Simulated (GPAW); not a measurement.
# B (Pm-3m) in GPAW: convergence with convergence criteria

Aim: find how far convergence criteria must go before the results for B settle, at LDA. This setting moves, with any that are tied to it; all else stays.

Program: GPAW 26.7.0. These are calculated values, not measurements. Logs are shortened: lines on timing, memory, paths and dates and some standing lists are left out, and cuts for length are marked. The log counts tension as positive stress, the text compression.

### Step 1. Starting point

Symmetry: Pm-3m, No. 221, cubic system. The conventional cell has a = 1.885 Å, b = 1.885 Å, c = 1.885 Å, α = 90.00°, β = 90.00°, γ = 90.00°. B (site symmetry m-3m) has 6 B at 1.89 Å as nearest neighbours.

The cell was built by a generator and needn't be a form met in nature.

### Step 2. With convergence criteria density=0.001 energy=0.01 eigenstates=0.0001

File run.py:

```python
from ase import Atoms
from ase.dft.bandgap import bandgap
from ase.io import write
from ase.units import GPa
from gpaw import GPAW, PW

atoms = Atoms(['B'],
              cell=[[1.88524, 0.0, 0.0],
                    [0.0, 1.88524, 0.0],
                    [0.0, 0.0, 1.88524]],
              scaled_positions=[[0.5, 0.5, 0.5]],
              pbc=True)

calc = GPAW(mode=PW(800),
            xc='LDA',
            kpts={'size': (14, 14, 14), 'gamma': True},
            occupations={'name': 'fermi-dirac', 'width': 0.05},
            nbands=7,
            convergence={'density': 0.001, 'energy': 0.01, 'eigenstates': 0.0001},
            maxiter=100,
            txt='gpaw.txt')
atoms.calc = calc
energy = atoms.get_potential_energy()
forces = atoms.get_forces()
stress = atoms.get_stress()
calc.write('gs.gpw')
write('result.traj', atoms)
print(f'Energy: {energy:.6f} eV')
print('Forces (eV/A):')
print(forces.round(4))
print('Stress (GPa):', (stress / GPa).round(3))
print('Fermi level:', round(calc.get_fermi_level(), 4), 'eV')
print(f'Gap: {bandgap(calc)[0]:.4f} eV, direct: {bandgap(calc, direct=True)[0]:.4f} eV')
```

Potentials or basis: the program's PAW data sets (release 1.2.1) made for this functional, pw.

The run is started by

```
OMP_NUM_THREADS=1 python run.py
```

Run time: 5.9 s. Hardware: 1 thread of Arm Neoverse V1, shared host; peak memory 0.12 GiB.

Results:

| Property | Result |
| --- | --- |
| Free energy | -6.3515 eV |
| Pressure | -7.9 GPa |
| Band gap on the k mesh | none (metal or under the smearing width) |

### Step 3. With convergence criteria default

Edit run.py of step 2 so:

```diff
@@ -18,3 +18,2 @@
             nbands=7,
-            convergence={'density': 0.001, 'energy': 0.01, 'eigenstates': 0.0001},
             maxiter=100,
```

Potentials or basis: the program's PAW data sets (release 1.2.1) made for this functional, pw.

The run is started by

```
OMP_NUM_THREADS=1 python run.py
```

It took 7.3 s on 1 thread of Arm Neoverse V1, shared host; peak memory 0.12 GiB.

The run converged. Its results:

- Free energy: -6.3515 eV
- Pressure: -7.9 GPa
- Band gap on the k mesh: none (metal or under the smearing width)

### Step 4. With convergence criteria density=1e-05 energy=1e-05

Edit run.py of step 3 so:

```diff
@@ -18,2 +18,3 @@
             nbands=7,
+            convergence={'density': 1e-05, 'energy': 1e-05},
             maxiter=100,
```

The run is started by

```
OMP_NUM_THREADS=1 python run.py
```

Wall time 7.2 s (1 thread of Arm Neoverse V1, shared host); peak memory 0.12 GiB.

Results (log left out):

* Free energy: -6.3515 eV
* Pressure: -7.9 GPa
* Band gap on the k mesh: none (metal or under the smearing width)

### Step 5. With convergence criteria density=1e-05 forces=0.0001

Edit run.py of step 4 so:

```diff
@@ -18,3 +18,3 @@
             nbands=7,
-            convergence={'density': 1e-05, 'energy': 1e-05},
+            convergence={'density': 1e-05, 'forces': 0.0001},
             maxiter=100,
```

The run is started by

```
OMP_NUM_THREADS=1 python run.py
```

Run time: 7.7 s. Hardware: 1 thread of Arm Neoverse V1, shared host; peak memory 0.12 GiB.

It converged, with:

- Free energy: -6.3515 eV
- Pressure: -7.9 GPa
- Band gap on the k mesh: none (metal or under the smearing width)

### Step 6. With convergence criteria density=1e-06 energy=1e-06 eigenstates=1e-10

Edit run.py of step 5 so:

```diff
@@ -18,3 +18,3 @@
             nbands=7,
-            convergence={'density': 1e-05, 'forces': 0.0001},
+            convergence={'density': 1e-06, 'energy': 1e-06, 'eigenstates': 1e-10},
             maxiter=100,
```

Potentials or basis: the program's PAW data sets (release 1.2.1) made for this functional, pw.

The run is started by

```
OMP_NUM_THREADS=1 python run.py
```

gpaw.txt:

```text
__  _  _
 | _ |_)|_||  |
 |__||  | ||/\| - 26.7.0

Input parameters:
  mode=PW(ecut=800.0),
  convergence={'density': 1e-06, 'energy': 1e-06, 'eigenstates': 1e-10},
  kpts=MonkhorstPack(size=(14, 14, 14), gamma=True),
  maxiter=100,
  nbands=7,
  occupations=Occupations(name='fermi-dirac', width=0.05),
  xc=XC(name='LDA')

Diagonalizing LCAO Hamiltonian
Converting LCAO to pw mode
  .----.
 *|    |
 |.-B--.
 *----*

Atoms  # Å, Bohr magnetons
|   | symbol |        x |        y |        z |    initial magnetic moments |
|---|--------|----------|----------|----------|-----------------------------|
| 0 |      B | 0.942620 | 0.942620 | 0.942620 | ( 0.0000,  0.0000,  0.0000) |

Unit cell  # Å
| periodic |        x |        y |        z |  lengths |    angles |
|----------|----------|----------|----------|----------|-----------|
|      yes | 1.885240 | 0.000000 | 0.000000 | 1.885240 | 90.000000 |
|      yes | 0.000000 | 1.885240 | 0.000000 | 1.885240 | 90.000000 |
|      yes | 0.000000 | 0.000000 | 1.885240 | 1.885240 | 90.000000 |

Number of symmetries: 48
Symmetry operations  # r_c * U_cc + t_c -> r_c
|    | kind |            matrix            |
|----|------|------------------------------|
|  0 |  E   |  1, 0, 0,  0, 1, 0,  0, 0, 1 |
|  1 |  σ   |  1, 0, 0,  0, 1, 0,  0, 0,-1 |
|  2 |  σ   |  1, 0, 0,  0, 0, 1,  0, 1, 0 |
|  3 |  C4  |  1, 0, 0,  0, 0, 1,  0,-1, 0 |
|  4 |  C4  |  1, 0, 0,  0, 0,-1,  0, 1, 0 |
|  5 |  σ   |  1, 0, 0,  0, 0,-1,  0,-1, 0 |
|  6 |  σ   |  1, 0, 0,  0,-1, 0,  0, 0, 1 |
|  7 |  C2  |  1, 0, 0,  0,-1, 0,  0, 0,-1 |
|  8 |  σ   |  0, 1, 0,  1, 0, 0,  0, 0, 1 |
|  9 |  C2  |  0, 1, 0,  1, 0, 0,  0, 0,-1 |
| 10 |  C3  |  0, 1, 0,  0, 0, 1,  1, 0, 0 |
| 11 |  S6  |  0, 1, 0,  0, 0, 1, -1, 0, 0 |
| 12 |  S6  |  0, 1, 0,  0, 0,-1,  1, 0, 0 |
| 13 |  C3  |  0, 1, 0,  0, 0,-1, -1, 0, 0 |
| 14 |  C4  |  0, 1, 0, -1, 0, 0,  0, 0, 1 |
| 15 |  S4  |  0, 1, 0, -1, 0, 0,  0, 0,-1 |
| 16 |  C3  |  0, 0, 1,  1, 0, 0,  0, 1, 0 |
| 17 |  S6  |  0, 0, 1,  1, 0, 0,  0,-1, 0 |
| 18 |  σ   |  0, 0, 1,  0, 1, 0,  1, 0, 0 |
| 19 |  C4  |  0, 0, 1,  0, 1, 0, -1, 0, 0 |
| 20 |  C2  |  0, 0, 1,  0,-1, 0,  1, 0, 0 |
| 21 |  S4  |  0, 0, 1,  0,-1, 0, -1, 0, 0 |
| 22 |  S6  |  0, 0, 1, -1, 0, 0,  0, 1, 0 |
| 23 |  C3  |  0, 0, 1, -1, 0, 0,  0,-1, 0 |
| 24 |  S6  |  0, 0,-1,  1, 0, 0,  0, 1, 0 |
| 25 |  C3  |  0, 0,-1,  1, 0, 0,  0,-1, 0 |
| 26 |  C4  |  0, 0,-1,  0, 1, 0,  1, 0, 0 |
| 27 |  σ   |  0, 0,-1,  0, 1, 0, -1, 0, 0 |
| 28 |  S4  |  0, 0,-1,  0,-1, 0,  1, 0, 0 |
| 29 |  C2  |  0, 0,-1,  0,-1, 0, -1, 0, 0 |
| 30 |  C3  |  0, 0,-1, -1, 0, 0,  0, 1, 0 |
| 31 |  S6  |  0, 0,-1, -1, 0, 0,  0,-1, 0 |
| 32 |  C4  |  0,-1, 0,  1, 0, 0,  0, 0, 1 |
| 33 |  S4  |  0,-1, 0,  1, 0, 0,  0, 0,-1 |
| 34 |  S6  |  0,-1, 0,  0, 0, 1,  1, 0, 0 |
| 35 |  C3  |  0,-1, 0,  0, 0, 1, -1, 0, 0 |
| 36 |  C3  |  0,-1, 0,  0, 0,-1,  1, 0, 0 |
| 37 |  S6  |  0,-1, 0,  0, 0,-1, -1, 0, 0 |
| 38 |  σ   |  0,-1, 0, -1, 0, 0,  0, 0, 1 |
| 39 |  C2  |  0,-1, 0, -1, 0, 0,  0, 0,-1 |
| 40 |  σ   | -1, 0, 0,  0, 1, 0,  0, 0, 1 |
| 41 |  C2  | -1, 0, 0,  0, 1, 0,  0, 0,-1 |
| 42 |  C2  | -1, 0, 0,  0, 0, 1,  0, 1, 0 |
| 43 |  S4  | -1, 0, 0,  0, 0, 1,  0,-1, 0 |
| 44 |  S4  | -1, 0, 0,  0, 0,-1,  0, 1, 0 |
| 45 |  C2  | -1, 0, 0,  0, 0,-1,  0,-1, 0 |
| 46 |  C2  | -1, 0, 0,  0,-1, 0,  0, 0, 1 |
| 47 |  i   | -1, 0, 0,  0,-1, 0,  0, 0,-1 |

BZ-sampling:
  Number of BZ points: 2744
  Number of IBZ points: 120

  Monkhorst-Pack size: [14, 14, 14]
  Monkhorst-Pack shift: [0.03571428571428571, 0.03571428571428571, 0.03571428571428571]

K-points  # in reciprocal-cell coordinates
|     |                                coordinates |     weight |
|-----|--------------------------------------------|------------|
|   0 | (  0.00000000,   0.00000000,   0.00000000) | 0.00036443 |
|   1 | (  0.07142857,   0.00000000,   0.00000000) | 0.00218659 |
|   2 | (  0.07142857,   0.07142857,   0.00000000) | 0.00437318 |
|   3 | (  0.07142857,   0.07142857,   0.07142857) | 0.00291545 |
|   4 | (  0.14285714,   0.00000000,   0.00000000) | 0.00218659 |
|   5 | (  0.14285714,   0.07142857,   0.00000000) | 0.00874636 |
|   6 | (  0.14285714,   0.07142857,   0.07142857) | 0.00874636 |
|   7 | (  0.14285714,   0.14285714,   0.00000000) | 0.00437318 |
|   8 | (  0.14285714,   0.14285714,   0.07142857) | 0.00874636 |
|   9 | (  0.14285714,   0.14285714,   0.14285714) | 0.00291545 |
| ... |                                            |            |
| 119 | (  0.50000000,   0.50000000,   0.50000000) | 0.00036443 |

Plane wave coefficients: 360
Cutoff: 800.0 eV

Spin-components: 1 (collinear spins)
Bands:           7
Projectors:      5
Spin-degeneracy: 2
Datatype:        complex128

Parallelization:
  kpt:    1
  domain: 1
  band:   1

Density:
  Valence electrons: 3.0
  Components: 1
  Grid points: [14 14 14]
  Charge: 0.0  # |e|

Potential:
  Grid points: [14 14 14]

species:
  B:
    name:    Boron
    Z:       5.0
    valence: 3
    core:    2
    charge:  0.0  # [|e|]
    compensation charges:
      type: gauss
      rc: 0.20  # [Å]
      lmax: 2
    cutoffs:
      filter: 1.14  # [Å]
      core: 1.42  # [Å]
    projectors
    | kind |    occ | energy [eV] | rcut [Å] |
    |------|--------|-------------|----------|
    |   2s |  2.000 |      -9.383 |    0.635 |
    |   2p |  1.000 |      -3.714 |    0.635 |
    |    s |        |      17.828 |    0.635 |
    |    p |        |      23.498 |    0.635 |
    |    d |        |       0.000 |    0.635 |

    Using partial waves for B as LCAO basis

Reference energy: -662.614284  # eV

eigensolver:
  PPCG
  Converge bands: occupied
  niter=2

density mixing:
  MSR1-Mixer
  Pratt-step length: 0.05
  Maximum mixing coefficient: 0.75
  Old densities: 10
  SVD Regularization: 0.005
  Good broyden scale: 1.0
  Trust region scale: 1.0
  Backstep threshold: 4.0
  History deletion threshold: 6.0
  Fourier metric: weight=20.0, sigma=0.015

occupation numbers:
  Fermi-Dirac:
    width: 0.0500  # eV

poisson solver:
  ecut: 6400.0  # eV

xc functional:
  name: None

convergence criteria:
- Maximum integral of absolute [dens]ity change: 1e-06 electrons / valence electron
- Maximum [total energy] change in last 3 cyles: 1e-06 eV / valence electron
- Maximum integral of absolute [eigenst]ate change: 1e-10 eV^2 / valence electron
maximum number of iterations: 100

SCF iterations
|iter     | |      energy | eigst |  dens |
|---------|-|-------------|-------|-------|
|iter:   1| |   -6.345975 | -0.04 |       |
|iter:   2| |   -6.347029 | -2.14 | -1.26 |
|iter:   3| |   -6.348919 | -2.64 | -1.29 |
|iter:   4| |   -6.349156 | -3.58 | -1.89 |
|iter:   5| |   -6.349158 | -6.11 | -3.07 |
|iter:   6| |   -6.349158c| -6.83 | -3.50 |
|iter:   7| |   -6.349158c|-10.33c| -5.20 |
|iter:   8| |   -6.349158c|-11.07c| -5.71 |
|iter:   9| |   -6.349158c|-12.91c| -6.92c|

Converged in 9 steps
Energy contributions relative to reference atoms: (reference = -662.614284)

Energy contributions:
  Kinetic:           4.913711
  Coulomb:          -3.395088
  Zero:              0.008744
  External:          0.000000
  Xc:               -7.874223
  Entropy:          -0.004603
  Spinorbit:         0.000000
  ----------------------------
  Free energy:      -6.351459
  Extrapolated:     -6.349158

dipole moment: (0.000001, 0.000001, 0.000001)  # |e|*Ang

Fermi level: 9.414
Eigenvalues  # (at kpt = [0.000, 0.000, 0.000])
| band index |      eig [eV] | occ [0-2] |
|------------|---------------|-----------|
|          0 |        -6.166 |     2.000 |
|          1 |        22.886 |     0.000 |
|          2 |        22.886 |     0.000 |
|          3 |        22.886 |     0.000 |
|          4 |        33.622 |     0.000 |
|          5 |        33.622 |     0.000 |
|          6 |        42.569 |     0.000 |

No gap
No difference between direct/indirect transitions

Forces  # eV/Ang
|       x |       y |       z |
|---------|---------|---------|
| 0.00000 | 0.00000 | 0.00000 |  # B    0

Stress tensor  # eV/Ang^3
|         x |         y |        z |
|-----------|-----------|----------|
|  0.049321 | -0.000000 | 0.000000 |
| -0.000000 |  0.049321 | 0.000000 |
|  0.000000 |  0.000000 | 0.049321 |

# Writing to gs.gpw (mode='')
```

It took 8.5 s on 1 thread of Arm Neoverse V1, shared host; peak memory 0.12 GiB.

What came out:

* Free energy: -6.3515 eV
* Pressure: -7.9 GPa
* Band gap on the k mesh: none (metal or under the smearing width)

### Step 7. The series at a glance

```
                        convergence criteria  energy less the tightest run, at zero smearing (meV/atom)  SCF cycles  CPU time (s)  peak memory (GiB)
density=0.001 energy=0.01 eigenstates=0.0001                                                       0.00           5           5.9               0.12
                                     default                                                       0.00           7           7.3               0.12
                  density=1e-05 energy=1e-05                                                       0.00           7           7.2               0.12
                 density=1e-05 forces=0.0001                                                       0.00           8           7.6               0.12
density=1e-06 energy=1e-06 eigenstates=1e-10                                                       0.00           9           8.5               0.12
```

Against the tightest run, the energy stays within 1 meV/atom from density=0.001 energy=0.01 eigenstates=0.0001 on. The tightest run that finished is the yardstick and may itself not be fully converged.
